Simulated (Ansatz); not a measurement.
System: Ta (fcc type), 1 atom in the cell.

The calculation used PBE with spin–orbit coupling, plane waves, PAW datasets (generated soft set 1) in Ansatz.

Cutoff 600 eV; k-mesh 4×4×4 Γ-centred; Fermi–Dirac smearing of 0.15 eV.

```
CELL_PARAMETERS angstrom
0.00000 2.11050 2.11050
2.11050 0.00000 2.11050
2.11050 2.11050 0.00000
ATOMIC_POSITIONS crystal
Ta 0.00000 0.00000 0.00000
```

Q: Would the cell expand or shrink if it were free to relax?

A: The pressure is 0.84 GPa, so at these settings the cell is compressed and would expand.

The stress includes the program's correction for the finite plane-wave basis.

The k-mesh is coarse, so these values belong to this mesh and can lie far from the converged ones. This cubic structure is a model: it isn't the usual form of the substance at ambient conditions, and such phases are metastable or hypothetical.
